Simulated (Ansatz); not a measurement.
# BaTiO3: the cost of one run

Computed with Ansatz 0.2.0 (DFT PBE, scalar-relativistic, plane waves, PAW, unless a step's input says otherwise).

3 further runs of the same task are left out: 3 set aside as unsound or not needed. Runs told in other sessions of the task aren't counted.

### Step 1. Starting point

It takes space group Amm2 (No. 38, orthorhombic). The conventional cell has a = 3.972 Å, b = 5.781 Å, c = 5.832 Å, α = 90.00°, β = 90.00°, γ = 90.00°. Ba (site symmetry mm2) has 12 O at 2.77 to 3.06 Å in its first shell of neighbours. Ti (site symmetry mm2) is surrounded by 4 O at 1.85 to 2.00 Å. Around O (site symmetry mm2) lie 2 Ti at 2.00 Å and 3 Ba at 2.77 to 2.89 Å. O (site symmetry m) is surrounded by 1 Ti at 1.85 Å.

Structure file:

```
Ba Ti O
1.0
     0.00000    2.89056   -2.91590
    -3.97239    0.00000    0.00000
     0.00000    8.67167    8.74770
Ba Ti O
3 3 9
Direct
  0.98840 0.00000 0.00387
  0.98840 0.00000 0.33720
  0.98840 0.00000 0.67053
  0.47219 0.50000 0.17594
  0.47219 0.50000 0.50927
  0.47219 0.50000 0.84260
  0.51271 0.00000 0.16243
  0.51271 0.00000 0.49576
  0.51271 0.00000 0.82910
  0.02363 0.50000 0.16439
  0.02363 0.50000 0.49772
  0.02363 0.50000 0.83105
  0.50684 0.50000 0.32546
  0.50684 0.50000 0.65879
  0.50684 0.50000 0.99212
```

It is built from the cell relaxed beforehand with the same method (13.39 Å³/atom).

### Step 2. Zero of energy

The cell is repeated 3 times, 15 atoms in all. Reference values: F = -30478.8904 eV; pressure 0.01 GPa; largest force 0.002 eV/Å; gap on the mesh 2.46 eV. It was computed beforehand with the settings of the runs below.

### Step 3. Setting up sliding across a plane

The cut lies on the cell's a–b face, a (0 1 1) plane of area 16.31 Å², between layers 1.95 Å apart (Ba, O below, O, Ti above); the cell is 12.3 Å thick. Vector c is tilted by f times 1·a + 0·b (length 4.106 Å) with the atoms' Cartesian places fixed: one unrelaxed fault per cell.

### Step 4. f = 0.200

The input, input.yaml:

```yaml
crystal:
  lattice:
    - [0.0, 2.8905577535, -2.9158992878]
    - [-3.9723905816, 0.0, 0.0]
    - [0.0, 9.2497848112, 8.1645180059]
  atoms:
    - { symbol: Ba, position: [0.8042599173, 0.0, 0.9207156508] }
    - { symbol: Ba, position: [0.9375932507, 0.0, 0.2540489842] }
    - { symbol: Ba, position: [0.870926584, 0.0, 0.5873823175] }
    - { symbol: Ti, position: [0.4536369276, 0.5, 0.0927853351] }
    - { symbol: Ti, position: [0.3869702609, 0.5, 0.4261186685] }
    - { symbol: Ti, position: [0.3203035942, 0.5, 0.7594520018] }
    - { symbol: O, position: [0.4968578624, 1.0, 0.079278793] }
    - { symbol: O, position: [0.4301911957, 1.0, 0.4126121263] }
    - { symbol: O, position: [0.3635245291, 1.0, 0.7459454597] }
    - { symbol: O, position: [0.0073838758, 0.5, 0.0812373353] }
    - { symbol: O, position: [-0.0592827908, 0.5, 0.4145706687] }
    - { symbol: O, position: [-0.1259494575, 0.5, 0.747904002] }
    - { symbol: O, position: [0.4583767502, 0.5, 0.242306219] }
    - { symbol: O, position: [0.3917100835, 0.5, 0.5756395524] }
    - { symbol: O, position: [0.3250434169, 0.5, 0.9089728857] }
basis:
  ecutwfc: 420
kpoints:
  mp_grid: { grid: [7, 7, 3] }
hamiltonian:
  xc: pbe
scf:
  occupations: { method: gaussian, width: 0.05 }
output:
  forces: true
  stress: true
  eigenvalues: true
```

On the command line:

```console
ansatz run input.yaml --threads 2 --pin off --max-ram 5120MiB --backend cpu --events-out ev --progress --plain --runs-dir out
```

What time and memory should one allow on 2 threads of Intel Xeon at 2.50GHz (Skylake/Cascade Lake), shared host?

About 57 s, with a peak of 0.81 GiB.
